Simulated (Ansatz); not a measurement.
Harmonic thermodynamics of LaY3O6

The calculation used DFT PBE, scalar-relativistic, plane waves, PAW (Ansatz 0.2.0). Settings: 420 eV plane-wave cutoff, Γ-centred 6×6×2 mesh, fixed occupations. No spin polarisation. Phonons by linear response, acoustic sum rule imposed.

The cell, relaxed at this level:
```cif
data_structure
_symmetry_space_group_name_H-M 'P 1'
_symmetry_Int_Tables_number 1
_cell_length_a 3.7433
_cell_length_b 3.7433
_cell_length_c 11.9397
_cell_angle_alpha 90.000
_cell_angle_beta 90.000
_cell_angle_gamma 120.000
_cell_volume 144.89
loop_
_atom_site_label
_atom_site_type_symbol
_atom_site_fract_x
_atom_site_fract_y
_atom_site_fract_z
_atom_site_occupancy
La1 La 0.66667 0.33333 0.38036 1
Y1 Y 0.66667 0.33333 0.87805 1
Y2 Y 0.33333 0.66667 0.12014 1
Y3 Y 0.33333 0.66667 0.63646 1
O1 O 0.66667 0.33333 0.16419 1
O2 O 0.66667 0.33333 0.68115 1
O3 O 0.33333 0.66667 0.31291 1
O4 O 0.33333 0.66667 0.82562 1
O5 O 0.00000 0.00000 0.99332 1
O6 O 0.00000 0.00000 0.50781 1
```

The cell was found from a structure generator's guess, not taken from experiment. The q mesh is coarse, so values between its points are rough.

Force constants from linear response on a 2×2×1 q mesh, interpolated to a fine mesh.

Phonon density of states, in bins of 10 cm⁻¹:
| bin centre (cm⁻¹) | share of modes (%) |
| --- | --- |
| -15 | 0.0 |
| -5 | 0.0 |
| 5 | 0.0 |
| 15 | 0.1 |
| 25 | 0.2 |
| 35 | 0.3 |
| 45 | 0.5 |
| 55 | 1.1 |
| 65 | 1.7 |
| 75 | 2.7 |
| 85 | 3.5 |
| 95 | 2.5 |
| 105 | 2.3 |
| 115 | 2.3 |
| 125 | 4.1 |
| 135 | 3.1 |
| 145 | 1.9 |
| 155 | 1.9 |
| 165 | 2.0 |
| 175 | 1.0 |
| 185 | 2.5 |
| 195 | 1.3 |
| 205 | 2.3 |
| 215 | 2.5 |
| 225 | 2.8 |
| 235 | 3.2 |
| 245 | 2.6 |
| 255 | 2.3 |
| 265 | 2.5 |
| 275 | 1.8 |
| 285 | 2.3 |
| 295 | 1.6 |
| 305 | 0.9 |
| 315 | 0.1 |
| 325 | 1.2 |
| 335 | 1.5 |
| 345 | 1.1 |
| 355 | 1.2 |
| 365 | 1.7 |
| 375 | 2.2 |
| 385 | 3.1 |
| 395 | 2.0 |
| 405 | 2.6 |
| 415 | 1.5 |
| 425 | 0.8 |
| 435 | 0.7 |
| 445 | 1.8 |
| 455 | 1.5 |
| 465 | 2.7 |
| 475 | 0.9 |
| 485 | 0.5 |
| 495 | 0.7 |
| 505 | 1.9 |
| 515 | 2.5 |
| 525 | 1.9 |
| 535 | 0.7 |
| 545 | 1.4 |
| 555 | 2.0 |
| 565 | 1.1 |
| 575 | 0.7 |
| 585 | 0.2 |
| 595 | 0.0 |

**Question.** How much zero-point energy does an atom carry?

**Answer.** 52.6 meV.

**Question.** How large are the vibrational entropy and heat capacity at 300 K?

**Answer.** S = 2.90 k_B and C_V = 2.51 k_B per atom, 84 % of the Dulong–Petit value.

**Question.** Tabulate them against temperature.

**Answer.**
```tsv
T (K)	F_vib (meV/atom)	S (k_B/atom)	C_V (k_B/atom)
100	50.0	0.80	1.20
200	38.0	1.95	2.11
300	17.0	2.90	2.51
400	-11.3	3.65	2.70
500	-45.5	4.26	2.80
600	-84.5	4.78	2.86
700	-127.7	5.22	2.90
800	-174.4	5.61	2.92
900	-224.2	5.96	2.94
1000	-276.9	6.27	2.95
```
